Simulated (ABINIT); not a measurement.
Here is an ABINIT 10.8.3 (patched build) calculation.

The input run.abi:

```
# Pseudopotentials
pp_dirpath "./"
pseudos "Pt.upf, S.upf"

# Structure
acell 3.5432 3.5432 5.0388 Angstrom
rprim
     1.0000000000     0.0000000000     0.0000000000
    -0.5000000000     0.8660254038     0.0000000000
     0.0000000000     0.0000000000     1.0000000000
ntypat 2
znucl 78 16
natom 3
typat 1 2 2
xred
     0.0000000000     0.0000000000     0.0000000000
     0.6666666667     0.3333333333     0.7730000000
     0.3333333333     0.6666666667     0.2270000000

# Plane-wave basis
ecut 42.0

# k points
kptopt 1
ngkpt 7 7 4
nshiftk 1
shiftk 0.0 0.0 0.0

# Exchange and correlation
ixc 11

# Bands and occupations
nband 19
occopt 3
tsmear 0.05 eV

# SCF cycle
nstep 100
tolvrs 1.0e-10

# Output
iomode 3
prtwf 0
prtden 0
prteig 0
prtebands 0
```

Potentials or basis: PseudoDojo NC SR PBE v0.4.1 standard.

The run is started by

```bash
$ abinit run.abi > log 2>&1
```

**Question.** What does it give for the band gap on the k mesh?

**Answer.** 0.83 eV, indirect (least direct gap 1.01 eV).

**Question.** What does it give for the largest force?

**Answer.** 1.241 eV/Å.

**Question.** Estimate the pressure.

**Answer.** 11.4 GPa.

Forces on the atoms (eV/Å):
```
Pt   0.000  0.000  0.000
S    0.000  0.000 -1.241
S    0.000  0.000  1.241
```

Caveat: spin-orbit coupling is left out, which moves the levels of the heavy elements; an odd mesh through Γ misses points on the zone boundary, where band edges often lie; forces of over 1 eV/Å show positions far from the minimum, so gaps and moduli don't describe the material at rest. PBE gaps usually lie below the measured ones, often by a third to a half.
